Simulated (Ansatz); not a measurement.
**Relativity in Ca**

```
CELL_PARAMETERS angstrom
0.00000 2.79420 2.79420
2.79420 0.00000 2.79420
2.79420 2.79420 0.00000
ATOMIC_POSITIONS crystal
Ca 0.00000 0.00000 0.00000
```

The structure is an experimental refinement, used without relaxation.

One fixed cell is solved with PBE by full-potential LAPW in Ansatz 0.2.0 under different relativistic treatments. Pressure is positive in compression.

Settings: a Γ-centred 11×11×11 k mesh, Fermi–Dirac smearing of 0.05 eV, basis error target 1 meV/atom, no spin polarisation.

```csv
setting,P (GPa),"lowest level at Γ above −25 eV, from the valence-band top or, without a gap, the Fermi level (eV)"
scalar-relativistic,-0.56,-23.02
non-relativistic,-0.54,-23.00
```
